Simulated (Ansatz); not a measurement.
# GaAs (F-43m) in Ansatz: settings compared

One crystal, GaAs, is run at these levels: HSE06, PBEsol; tasks: band structure, phonons.

Everything below comes from runs of Ansatz 0.2.0. Logs are shortened: lines on timing, memory, paths and dates and some standing lists are left out, and cuts for length are marked.

**What was measured.**

“Evidence of valence band perturbations in GaAsN/GaAs(001): A combined variable-angle spectroscopic ellipsometry and modulated photoreflectance investigation”, 2008, arxiv:0805.2212 reports, for a bulk crystal of GaAs at 300 K: band gap 1.418 ± 0.005 eV (direct).

A printed reference work, textbook reports, for a bulk crystal of GaAs at 300 K: high-frequency dielectric constant 10.89.

The results are compared with them further down.

### 1 The crystal as given

Symmetry: F-43m, No. 216, cubic system. Conventional cell: a = 5.654 Å, b = 5.654 Å, c = 5.654 Å, α = 90.00°, β = 90.00°, γ = 90.00°. Around As (site symmetry -43m) lie 4 Ga at 2.45 Å. Ga (site symmetry -43m) is surrounded by 4 As at 2.45 Å.

### 2 Band structure, HSE06

Input file input.yaml:

```yaml
crystal:
  lattice:
    - [0.0, 2.82685, 2.82685]
    - [2.82685, 0.0, 2.82685]
    - [2.82685, 2.82685, 0.0]
  atoms:
    - { symbol: As, position: [0.75, 0.75, 0.75] }
    - { symbol: Ga, position: [0.0, 0.0, 0.0] }
hamiltonian:
  xc: hse06
  pseudopotentials: { kind: paw }
kpoints:
  mp_grid: { grid: [4, 4, 4] }
  band_path:
    path:
      - [[0.0, 0.0, 0.0], [0.5, 0.0, 0.5], [0.5, 0.25, 0.75], [0.375, 0.375, 0.75], [0.0, 0.0, 0.0], [0.5, 0.5, 0.5], [0.625, 0.25, 0.625], [0.5, 0.25, 0.75], [0.5, 0.5, 0.5], [0.375, 0.375, 0.75]]
      - [[0.625, 0.25, 0.625], [0.5, 0.0, 0.5]]
    npoints: 4
scf:
  occupations: { method: fermi_dirac, width: 0.05 }
  n_extra_bands: 6
output:
  forces: true
  stress: true
  eigenvalues: true
  fatbands: false
```

Potentials or basis: Ansatz PAW.

Launch:

```bash
$ ansatz run input.yaml --threads 2 --pin off --max-ram 5632MiB --backend cpu --events-out ev --progress --plain --runs-dir out
```

The program printed:

```text
Warning: output.stress: scf.convergence.dr2_threshold = 1e-7 eV (the SCF's general default) is looser than the 2e-10 eV advised for a printed stress (1e-10 eV for each atom of the cell: 2). What an SCF threshold leaves in a stress goes as its square root, and in the free energy as the threshold itself, and one threshold admits the most on a small cell: of the crystals measured, under no hybrid functional and no lock of the moments, on runs that ended without the residual-converged pass, on stresses that held no estimate of that error, the worst erred by over 100 MPa in a component at 1e-7 eV an atom and by under 5 at 1e-10. Set scf.convergence.dr2_threshold to 2e-10 eV or tighter. The threshold is an SCF's pass mark: one that does not reach it within its budget of iterations ends unconverged, or closes short of it on a stop that the run arms, and scf.convergence.dr2_threshold's page says what that costs each kind of run
Warning: output.stress: scf.exx.energy_threshold = 1e-6 eV is looser than the 2e-8 eV advised for a stress under a hybrid functional (1e-8 eV for each atom of the cell: 2). Every SCF of the exchange loop can meet its threshold on dr2 while the loop round them stops early: no threshold on dr2 bounds what that leaves in the stress. Set scf.exx.energy_threshold to 2e-8 eV or tighter. The threshold is the loop's pass mark: a loop that does not reach it within its budget of cycles ends unconverged, and scf.exx.energy_threshold's page has the law
Warning: RAYON_NUM_THREADS=2 ignored (pool sized by the plan → 2); use --threads N
scf.n_extra_bands = 6 over 14 filled bands (N_el = 28.0): the run solves 20 bands
Engine: ansatz 0.2.0, aarch64-unknown-linux-gnu
Pseudopotentials: kind: paw
Pseudopotential: As, paw, valence charge 15, recommended cutoff 420 eV (normal), As.paw.azcp
Pseudopotential: Ga, paw, valence charge 13, recommended cutoff 420 eV (normal), Ga.paw.azcp
Functional definition: HSE06
  parameter a = 0.25
  parameter omega = 0.11/bohr
  exchange = pbe_x - a*pbe_x_sr(omega) + a*exact_x_sr(omega)
  correlation = pbe_c
Crystal: 2 atoms, lattice volume = 45.179 Å³
Basis set: ecut = 420 eV, 893 PW (Γ), exchange–correlation on 54×54×54 points (8 copies of the dense FFT grid, shifted against one another)
Bands: 20, of which v1, the nominal top of the filled ones, is band 14 counted from 1 (13 counted from 0)
Symmetry: 24 space group operations
Space group: F-43m (ITA 216), of the structure as read, at distance tolerance 3.6e-5 Å
k-points: 8 of 64 (time reversal used)
Non-local potential: As, projectors of the file, l = 0: 2, l = 1: 2, l = 2: 3, l = 3: 1
Non-local potential: Ga, projectors of the file, l = 0: 2, l = 1: 2, l = 2: 3, l = 3: 1
PAW form: soft (Blöchl's): semilocal exchange-correlation on the pseudo side does not see the compensation charge
PAW frozen core: As, regenerated for the run's functional, and the local potential with it (the file was generated under x = pbe(κ = 0.804, μ = 0.2195149727645171), c = pbe(β = 0.06672455060314922))
PAW frozen core: Ga, regenerated for the run's functional, and the local potential with it (the file was generated under x = pbe(κ = 0.804, μ = 0.2195149727645171), c = pbe(β = 0.06672455060314922))
PAW one-centre angular grid: As, 590 points (default); XC on 64 Gauss nodes
PAW one-centre angular grid: Ga, 590 points (default); XC on 64 Gauss nodes
Initial density: superposition of atomic densities (neutral atoms: chi_scale 0, normalization atom), corrected by the library's trained network
Initial wavefunctions: pseudopotential atomic-orbital guess
Functional: x = pbe(κ = 0.804, μ = 0.2195149727645171), c = pbe(β = 0.06672455060314922), warm-up for x = pbe(κ = 0.804, μ = 0.2195149727645171) + 0.25 (exact − pbe) at short range (hse, ω = 0.20786987370883472 Å⁻¹), c = pbe(β = 0.06672455060314922); HSE06 as pw.x's `hse` composes it (authors' and Libxc's form: `xc: wpbeh`)
SCF iter   1: F=—  HF=-8639.661655 eV  |F-HF|=—  |Δ(HF+E_count)|=         —  Δρ=1.57e-3  dr2=4.69e-4  ethr=1.77e-3  ⟨swp⟩=8.0  Hψ=656  notcnv=0
preconditioner: auto → none  [insulator: Δε(μ)=0.511 eV  Ē_g=17.290 eV  σ=0.050 eV  W_gap=0.99  n_scr=14 (ndim 8)  ℏωp=23.4 eV  f_vac=0.086  D(μ)=0.01/eV (n_scr^D=0)]
SCF iter   2: F=—  HF=-8639.661791 eV  |F-HF|=—  |Δ(HF+E_count)|=   1.36e-4  Δρ=6.17e-4  dr2=7.82e-5  ethr=1.68e-6  ⟨swp⟩=4.4  Hψ=469  notcnv=0  defer=2
SCF iter   3: F=-8639.661825 eV  HF=-8639.661831 eV  |F-HF|=5.99e-6  |Δ(HF+E_count)|=   3.94e-5  Δρ=2.28e-4  dr2=1.18e-5  ethr=2.79e-7  ⟨swp⟩=3.2  Hψ=313  notcnv=0  defer=2
[... 26 lines left out ...]
SCF 3 converged in 5 iterations: F = -8641.449652 eV  dr2 = 1.64e-9
  Residual-converged pass: ⟨swp⟩=2.0  Hψ=173  notcnv=0  max |occ|·‖R‖ = 2.0e-6 eV (tolerance 2.4e-6 eV)  dr2=1.64e-9  dr2_onsite=3.40e-9  max |Δocc| = 1.4e-19
hybrid outer 2: dexx = +8.175e-7 eV, tail = 3.65e-8 eV, Δε = 2.88e-3 eV (about 1.09e-4 eV left of the loop's levels)
NSCF: frozen V_eff on 42 k-points
hybrid SCF converged: 2 outer / 12 inner (+3 warm-up), last move |dexx| = 8.17e-7 eV, tail = 3.65e-8 eV
Stability not checked: this state was not tested for a lower state beside it, because the functional holds exact exchange (a hybrid, or Hartree-Fock), whose exchange loop this test does not read (fock_operator; see scf.lower_state_search)
Free energy (F): -8641.449652 eV
Frozen-core exchange: fock
Harris-Foulkes:  -8641.449652 eV  (|F-HF|=2.50e-9)
Internal energy: -8641.449652 eV  (E = F + TS)
E sigma→0 (E₀):  -8641.449652 eV
Entropy (-TS):   -0.000000 eV (-0.000 meV/atom)
Fermi energy:    8.553807 eV
--- Per-component energies (eV) ---
  E_band       = -386.388285
  E_kinetic    = 218.102987
  E_local      = -3921.359458  (includes V_loc(G=0)·N_el)
  E_nonlocal   = -244.353430
  E_hartree    = 1981.007893
  E_xc         = -119.318064
  E_vxc        = -109.944259  (∫ρ·V_xc dr)
  E_exx        = -109.414534  (= α·E_x^exact, valence–valence)
  E_paw        = -3746.739122  (= ΣΔE_a)
  E_vpaw       = -72.020834  (= ΣTr[D̂ρ^β])
  E_aug_tail   = -0.000141  (compensation charges beyond the density's cutoff)
  E_ewald      = -2698.727786
  E_core_change = -0.647998  (= ΣΔE_core)
  E_smearing   = -0.000000  (= −TS)
  E_closure    = -0.000000  (closes the sum)
  Σ components = -8641.449652   (vs F -8641.449652, Δ=0.00e0)
--- Forces (eV/Å), atoms counted from 1 ---
  atom   1  As     0.00000000    -0.00000000    -0.00000000
  atom   2  Ga    -0.00000000     0.00000000     0.00000000
  max |Σ_I F_I| component: 1.98e-16 eV/Å
--- Stress (GPa, compression-positive) ---
        1.431936      -0.000000      -0.000000
       -0.000000       1.431936       0.000000
       -0.000000       0.000000       1.431936
  P = ⅓ Tr σ = 1.4319 GPa (14.319 kbar)
--- Band table (eV; the first three rows and the last of 8) ---
  k-point 0: bands = ["-30.6876", "-30.6876", "-30.6876", "-30.6761", "-30.6761", "-9.6548", "-9.6548", "-9.6548", "-9.5737", "-9.5737", "-6.1383", "7.7898", "7.7898", "7.7898", "9.2633", "12.3313", "12.3313", "12.3313", "16.3728", "18.9296"]
  k-point 1: bands = ["-30.6874", "-30.6872", "-30.6872", "-30.6760", "-30.6760", "-9.6809", "-9.6445", "-9.6445", "-9.5738", "-9.5738", "-5.3903", "3.4108", "7.0676", "7.0676", "10.0760", "13.2488", "13.2488", "14.7418", "17.7077", "17.7556"]
  k-point 2: bands = ["-30.6872", "-30.6868", "-30.6868", "-30.6759", "-30.6759", "-9.7057", "-9.6364", "-9.6364", "-9.5714", "-9.5714", "-4.2115", "0.5902", "6.5573", "6.5573", "9.5862", "13.2527", "13.2527", "16.4412", "19.4121", "20.8697"]
  k-point 7: bands = ["-30.6873", "-30.6869", "-30.6859", "-30.6762", "-30.6755", "-9.7228", "-9.6264", "-9.6136", "-9.5841", "-9.5707", "-3.3229", "0.6321", "3.9669", "4.2008", "13.2574", "13.4354", "14.1857", "14.6591", "20.1718", "21.3517"]
```

bands.tsv:

```text
# k_distance	band_0	band_1	band_2	band_3	band_4	band_5	band_6	band_7	band_8	band_9	band_10	band_11	band_12	band_13	band_14	band_15	band_16	band_17	band_18	band_19
# fermi_ev = 8.553822
[... 58 lines left out ...]
6.937454	-39.241890	-39.239805	-39.239767	-39.230222	-39.229134	-18.285959	-18.168061	-18.165981	-18.146547	-18.118669	-11.925561	-8.085790	-4.221100	-3.551442	1.543716	2.523175	9.711674	9.915085	10.719939	12.396328
7.035684	-39.242012	-39.239723	-39.239711	-39.230267	-39.229083	-18.288321	-18.165403	-18.164787	-18.148610	-18.117557	-11.932009	-8.128645	-3.836192	-3.640627	1.419679	1.798630	10.399742	10.517618	11.382975	13.186517
7.133914	-39.242058	-39.239705	-39.239705	-39.230290	-39.229072	-18.289167	-18.164422	-18.164422	-18.149409	-18.117190	-11.936023	-8.143540	-3.670655	-3.670655	1.314972	1.584501	10.773775	10.773775	11.530546	13.793212
```

Wall time 1.7 min (2 threads of Arm Neoverse V1, shared host); peak memory 0.71 GiB.

Results:

```
Free energy             : -8641.4497 eV
Pressure                : 1.4 GPa
Band gap on the k mesh  : 1.47 eV, direct
Band gap along the path : 1.47 eV, direct
```

Levels at the corners of the path, in eV from the valence-band top:
| point | band 12 | band 13 | band 14 | band 15 | band 16 | band 17 |
| --- | --- | --- | --- | --- | --- | --- |
| Γ | 0.00 | 0.00 | 0.00 | 1.47 | 4.54 | 4.54 |
| X | -7.38 | -2.91 | -2.91 | 2.08 | 2.35 | 11.54 |
| W | -7.16 | -3.82 | -3.59 | 5.47 | 5.65 | 6.40 |
| K | -7.16 | -4.17 | -2.44 | 2.65 | 5.52 | 9.11 |
| Γ | 0.00 | 0.00 | 0.00 | 1.47 | 4.54 | 4.54 |
| L | -7.20 | -1.23 | -1.23 | 1.80 | 5.46 | 5.46 |
| U | -7.16 | -4.17 | -2.44 | 2.65 | 5.52 | 9.11 |
| W | -7.16 | -3.82 | -3.59 | 5.47 | 5.65 | 6.40 |
| L | -7.20 | -1.23 | -1.23 | 1.80 | 5.46 | 5.46 |
| K | -7.16 | -4.17 | -2.44 | 2.65 | 5.52 | 9.11 |
| U | -7.16 | -4.17 | -2.44 | 2.65 | 5.52 | 9.11 |
| X | -7.38 | -2.91 | -2.91 | 2.08 | 2.35 | 11.54 |

Caveat: the k mesh is coarse (spacing up to 0.48 Å⁻¹), so the values aren't converged, least of all with exact exchange; the PAW data sets come from PBE, with cores solved anew for the run's functional, which leaves a small shift of forces and pressure; the thresholds are loose for stress.

### 3 Phonons, PBEsol

Input file input.yaml:

```yaml
crystal:
  lattice:
    - [0.0, 2.82685, 2.82685]
    - [2.82685, 0.0, 2.82685]
    - [2.82685, 2.82685, 0.0]
  atoms:
    - { symbol: As, position: [0.75, 0.75, 0.75] }
    - { symbol: Ga, position: [0.0, 0.0, 0.0] }
hamiltonian:
  xc: pbesol
  pseudopotentials: { kind: paw }
kpoints:
  mp_grid: { grid: [6, 6, 6] }
scf:
  occupations: { method: fixed }
phonons:
  method: dfpt
  dielectric: true
  rigid_motions: translations
  qmesh: [2, 2, 2]
  temperatures: { t_max: 1000, t_step: 100 }
  qpath:
    path:
      - [[0.0, 0.0, 0.0], [0.5, 0.0, 0.5], [0.5, 0.25, 0.75], [0.375, 0.375, 0.75], [0.0, 0.0, 0.0], [0.5, 0.5, 0.5], [0.625, 0.25, 0.625], [0.5, 0.25, 0.75], [0.5, 0.5, 0.5], [0.375, 0.375, 0.75]]
      - [[0.625, 0.25, 0.625], [0.5, 0.0, 0.5]]
    npoints: 8
```

Potentials or basis: Ansatz PAW.

Launch:

```bash
$ ansatz run input.yaml --threads 2 --pin off --max-ram 5632MiB --backend cpu --events-out ev --progress --plain --runs-dir out
```

The program printed:

```text
Warning: phonons: the dynamical matrix that this run interpolates holds no multipole term above the dipole-dipole one, and a site of this crystal is no centre of inversion, so its interpolated transverse optical and acoustic branches and sound speeds can stay off near Gamma, and the density of states and the thermodynamics with them. What a run solves at a wave vector of phonons.qpoints, Gamma apart, where the deck admits one, is free of this, and under fd what a larger phonons.supercell samples
Warning: RAYON_NUM_THREADS=2 ignored (pool sized by the plan → 2); use --threads N
[... 4 set-up lines as earlier in the session ...]
Functional definition: PBEsol
  exchange = pbesol_x
  correlation = pbesol_c
Crystal: 2 atoms, lattice volume = 45.179 Å³
Basis set: ecut = 420 eV, 893 PW (Γ), exchange–correlation on 54×54×54 points (8 copies of the dense FFT grid, shifted against one another)
Bands: 18, of which v1, the nominal top of the filled ones, is band 14 counted from 1 (13 counted from 0)
[... 1 set-up line as earlier in the session ...]
k-points: 46 of 216 (irreducible under 4 space group operations, time reversal used)
[... 9 set-up lines as earlier in the session ...]
Functional: x = pbesol(κ = 0.804, μ = 0.12345679012345678), c = pbesol(β = 0.046)
SCF iter   1: F=—  HF=-8556.836185 eV  |F-HF|=—  |Δ(HF+E_count)|=         —  Δρ=2.78e-3  dr2=5.81e-3  ethr=1.77e-3  ⟨swp⟩=4.7  Hψ=3454  notcnv=0  defer=68
preconditioner: auto → none  [insulator: Δε(μ)=0.429 eV  Ē_g=15.398 eV  n_scr=14 (ndim 8)  ℏωp=23.4 eV  f_vac=0.086  ε∞_Penn≈3.3]
SCF iter   2: F=—  HF=-8556.833459 eV  |F-HF|=—  |Δ(HF+E_count)|=   2.73e-3  Δρ=1.00e-3  dr2=4.56e-4  ethr=2.07e-5  ⟨swp⟩=2.6  Hψ=1744  notcnv=0  defer=84
SCF iter   3: F=—  HF=-8556.833485 eV  |F-HF|=—  |Δ(HF+E_count)|=   2.66e-5  Δρ=3.82e-4  dr2=6.86e-5  ethr=1.63e-6  ⟨swp⟩=2.0  Hψ=1342  notcnv=0  defer=84
SCF iter   4: F=—  HF=-8556.833486 eV  |F-HF|=—  |Δ(HF+E_count)|=   9.73e-7  Δρ=1.83e-4  dr2=9.86e-6  ethr=2.45e-7  ⟨swp⟩=2.0  Hψ=1252  notcnv=0  defer=70
SCF iter   5: F=—  HF=-8556.833493 eV  |F-HF|=—  |Δ(HF+E_count)|=   6.55e-6  Δρ=3.51e-5  dr2=3.03e-7  ethr=3.52e-8  ⟨swp⟩=2.0  Hψ=1242  notcnv=0
[... 65 lines left out ...]
       -0.000000     0.000000    16.097615
  ε⁰ − ε∞ (ionic part):
        1.927009    -0.000000    -0.000000
       -0.000000     1.927009     0.000000
       -0.000000     0.000000     1.927009
  softest optical mode at Γ: 264.04 cm⁻¹; the repairs (sum rule, projections) moved no ω² at Γ by more than (0.82 cm⁻¹)²
  Born effective charges Z* (e; rows j = field, columns β = displacement):
    site 0:
        -2.11065    0.00000    0.00000
         0.00000   -2.11065   -0.00000
        -0.00000    0.00000   -2.11065
    site 1:
         2.11065   -0.00000   -0.00000
        -0.00000    2.11065    0.00000
         0.00000   -0.00000    2.11065
  Z* charge neutrality: 1.028e-4 e pre-enforcement
  solved inside a basis spanned on kpoints, on 8×8×8 k-points transformed towards the longest dipole: ε∞ is read to err by 4.1e-2, Z* by 1.6e-2 e (field_mesh: kpoints solves on kpoints); Z* is corrected for what the basis lacks
  optical modes at Γ without the LO–TO term, one row a degenerate level:
      ω (cm⁻¹)  modes    IR ((D/Å)²/amu)
        264.04      3             8.5376
  optical modes at Γ + LO–TO along q̂ = [1.0000, 0.0000, 0.0000]:
      ω (cm⁻¹)  modes    IR ((D/Å)²/amu)
        264.04      2             5.6917
        281.43      1             2.8459
  optical modes at Γ + LO–TO along q̂ = [0.0000, 1.0000, 0.0000]:
      ω (cm⁻¹)  modes    IR ((D/Å)²/amu)
        264.04      2             5.6917
        281.43      1             2.8459
  optical modes at Γ + LO–TO along q̂ = [0.0000, 0.0000, 1.0000]:
      ω (cm⁻¹)  modes    IR ((D/Å)²/amu)
        264.04      2             5.6917
        281.43      1             2.8459
--- Phonons (arbitrary-q DFPT): 3 irreducible q on the 2×2×2 mesh ---
  q = [0.0000, 0.0000, 0.0000] (star 1, of the zone-centre solve; hermiticity 8.19e-7, symmetrization 1.75e-13): -0.00 0.00 0.00 264.04 264.04 264.04
  q = [0.0000, 0.0000, -0.5000] (star 4, 2 solved perturbations on 68 of 216 k-point pairs; hermiticity 1.40e-6, symmetrization 1.35e-12): 57.20 57.20 202.57 231.94 256.12 256.12
  q = [0.0000, -0.5000, -0.5000] (star 3, 4 solved perturbations in 152 linear systems a pass and spin channel, the states on 46 of 216 k-point pairs; hermiticity 1.90e-6, symmetrization 6.64e-13): 73.19 73.19 215.76 232.79 247.57 247.57
  sum rule: each row above includes the acoustic sum rule's correction from the zone centre's row sums; it moved no ω² by more than (0.76 cm⁻¹)²
  mesh force constants: q→R imaginary residual 4.60e-17; ASR residual 1.610e-4 → 0.000e0 eV/Å²; symmetrization residual 5.329e-15 eV/Å²
  interpolated dispersion: 83 rows × 6 modes
  density of states and harmonic sums: on the 20×20×20 q-mesh, interpolated from the force constants of a 2×2×2 supercell (with the dipole–dipole term)
  largest difference from the sums on the solved wave vectors: F 6.60e-2 eV, S 9.83e-5 and C_V 3.23e-5 eV/K
  zero-point energy: 0.066306 eV/cell   skipped modes (ω ≤ 0): 3   left out of the sums: 6.25e-5 of the cell's modes: C_V's classical limit lies that fraction below 3 k_B per atom; for a crystal, a wire or a layer, F and S can be off by more, and a phonons.interpolated_qmesh denser along its periods is the remedy for the sampling
```

optical_modes.tsv:

```text
# format = ansatz-optical-modes/1
# cell_volume_ang3 = 4.5179174211538246e1
[... 9 lines left out ...]
0e0	1e0	0e0	2.81425228272331e2	1	2.8458718100576452e0	2.371169653952845e-36	-5.408264014508184e-19	3.2310490535959347e-41	1.2335397259265807e-1	-7.369513310253054e-24	4.402754551678653e-46
0e0	0e0	1e0	2.640441020256084e2	2	5.6917436201152904e0	1.2335397259265807e-1	-1.8926696390543817e-18	6.375398580153725e-19	1.2335397259265807e-1	-9.694671160659083e-17	7.619593557347238e-32
0e0	0e0	1e0	2.81425228272331e2	1	2.8458718100576434e0	3.80684708659289e-35	-1.9436817984926517e-33	-2.1670018716743633e-18	9.923957668530442e-32	1.1064174629201233e-16	1.23353972592658e-1
```

It took 40 s on 2 threads of Arm Neoverse V1, shared host; peak memory 0.57 GiB.

What came out:

```yaml
Free_energy: -8556.8335 eV
Band_gap_on_the_k_mesh: 0.44 eV, direct
Electronic_dielectric_tensor_diagonal: 14.17
Born_charges_mean_of_the_diagonal: As -2.11; Ga +2.11 e
Highest_phonon_frequency_LO-TO_splitting_left_out: 264 cm⁻¹
Static_dielectric_tensor_diagonal: 16.10
```

Levels at points of the mesh, in eV from the valence-band top:
```
             k point  band 11  band 12  band 13  band 14  band 15  band 16  band 17  band 18
  (0.00, 0.00, 0.00)   -12.75     0.00     0.00     0.00     0.44     3.69     3.69     3.69
 (0.00, 0.00, -0.50)   -10.98    -6.68    -1.15    -1.15     0.92     4.59     4.59     7.58
(0.00, -0.50, -0.50)   -10.24    -6.84    -2.69    -2.69     1.35     1.58    10.12    10.12
 (-0.50, 0.00, 0.00)   -10.98    -6.68    -1.15    -1.15     0.92     4.59     4.59     7.58
(-0.50, 0.00, -0.50)   -10.24    -6.84    -2.69    -2.69     1.35     1.58    10.12    10.12
```

Phonon frequencies in cm⁻¹ (negative: imaginary):
| q point | frequencies |
| --- | --- |
| (0.000, 0.000, 0.000) | 0 0 0 264 264 264 |
| (0.000, 0.000, -0.500) | 57 57 203 232 256 256 |
| (0.000, -0.500, -0.500) | 73 73 216 233 248 248 |

Electronic dielectric tensor:
```
14.17  0.00  0.00
 0.00 14.17  0.00
 0.00  0.00 14.17
```

Born effective charge tensors (e):
atom 1, As
```
-2.11  0.00  0.00
 0.00 -2.11  0.00
 0.00  0.00 -2.11
```
atom 2, Ga
```
2.11 0.00 0.00
0.00 2.11 0.00
0.00 0.00 2.11
```

Static dielectric tensor, electrons and zone-centre modes:
```
16.10  0.00  0.00
 0.00 16.10  0.00
 0.00  0.00 16.10
```

Caveat: the gap is small at this level, which inflates the dielectric constant; the q mesh is small, so phonon branches between its points and thermal values are rough; the PAW data sets come from PBE, with cores solved anew for the run's functional, which leaves a small shift of forces and pressure.

### 4 How close it comes

Step 3. Against the measured gap of GaAs, 1.418 eV (direct; 300 K; “Evidence of valence band perturbations in GaAsN/GaAs(001): A combined variable-angle spectroscopic ellipsometry and modulated photoreflectance investigation”, 2008, arxiv:0805.2212), the calculated 0.44 eV is off by -0.98 eV. 3 values of this kind are on record (1.412 to 1.51 eV); this one was drawn at random among those near their median, those with a stated uncertainty first. Spin-orbit coupling on As, Ga is left out. The value is that of PBEsol on a finite k mesh, which can miss the band edges, without temperature or zero-point motion. Semilocal functionals fall short of measured gaps as a rule. Against the measured high-frequency dielectric constant of GaAs, 10.89 (300 K; a printed reference work, textbook), the calculated 14.17 is off by +30.1 %. So large a miss can be the level of theory's own, or it may mean another phase, state or a wrong row.
